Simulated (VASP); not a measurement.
# KCl in VASP 6.6.1, single-point calculation

INCAR

```
IBRION = -1
EDIFF = 1E-7
NELM = 120
LWAVE = .FALSE.
ENCUT = 520
NSW = 0
LASPH = .TRUE.
GGA = PE
PREC = Accurate
ISMEAR = -1
NBANDS = 15
LREAL = .FALSE.
LCHARG = .FALSE.
ISIF = 2
SIGMA = 0.02
```

KPOINTS

```
KPOINTS created by Atomic Simulation Environment
0
Monkhorst-Pack
6 6 6
0 0 0
```

POSCAR

```
K  Cl
 1.0000000000000000
     0.0000000000000000    3.5612949880000002    3.5072828324000000
     3.5612949880000002    0.0000000000000000    3.5072828324000000
     3.5612949880000002    3.5612949880000002    0.0000000000000000
 K   Cl
   1   1
Cartesian
  0.0000000000000000  0.0000000000000000  0.0000000000000000
  1.7806474940000001  1.7806474940000001  1.7536414162000000
```

The recommended PBE PAW datasets give the neutral cell 16 valence electrons.

Command

```
mpirun -np 1 vasp_std
```

Predict the outcome of this run.

It converged. Results: gap between bands v and c on the k mesh 4.82 eV; least direct gap on the k mesh 4.85 eV; pressure -0.1 GPa. Band v is the last that the valence electrons fill when counted band by band, and c is the next.

OSZICAR

```
N       E                     dE             d eps       ncg     rms          rms(c)
DAV:   1     0.103316542729E+03    0.10332E+03   -0.66046E+03  1890   0.903E+02
DAV:   2     0.109895480467E+01   -0.10222E+03   -0.92434E+02  2470   0.222E+02
DAV:   3    -0.677826669961E+01   -0.78772E+01   -0.78365E+01  2646   0.549E+01
DAV:   4    -0.711392887904E+01   -0.33566E+00   -0.33555E+00  3278   0.101E+01
DAV:   5    -0.711583901987E+01   -0.19101E-02   -0.19101E-02  2660   0.833E-01    0.336E+00
DAV:   6    -0.663662644015E+01    0.47921E+00   -0.71844E-01  2457   0.373E+00    0.261E+00
DAV:   7    -0.659259119520E+01    0.44035E-01   -0.19060E-01  2632   0.211E+00    0.160E+00
DAV:   8    -0.661581220328E+01   -0.23221E-01   -0.30325E-02  2415   0.115E+00    0.307E-01
DAV:   9    -0.661815033839E+01   -0.23381E-02   -0.24648E-03  2401   0.262E-01    0.168E-01
DAV:  10    -0.662088730516E+01   -0.27370E-02   -0.18481E-03  1890   0.266E-01    0.317E-02
DAV:  11    -0.662092865996E+01   -0.41355E-04   -0.63468E-05  2396   0.514E-02    0.800E-03
DAV:  12    -0.662094217696E+01   -0.13517E-04   -0.13164E-05  1890   0.294E-02    0.755E-03
DAV:  13    -0.662094260160E+01   -0.42464E-06   -0.11597E-06  2731   0.782E-03    0.136E-03
DAV:  14    -0.662094269452E+01   -0.92914E-07   -0.13828E-07  1881   0.304E-03
   1 F= -.66209427E+01 E0= -.66209427E+01  d E =-.267614E-12
```

The shifted mesh misses Γ, so a band edge there is missed.

For comparison, a separate PBE run of the intended cell, on usual settings and not on those above, gives a gap of 4.71 eV on its mesh and a pressure of -0.1 GPa.
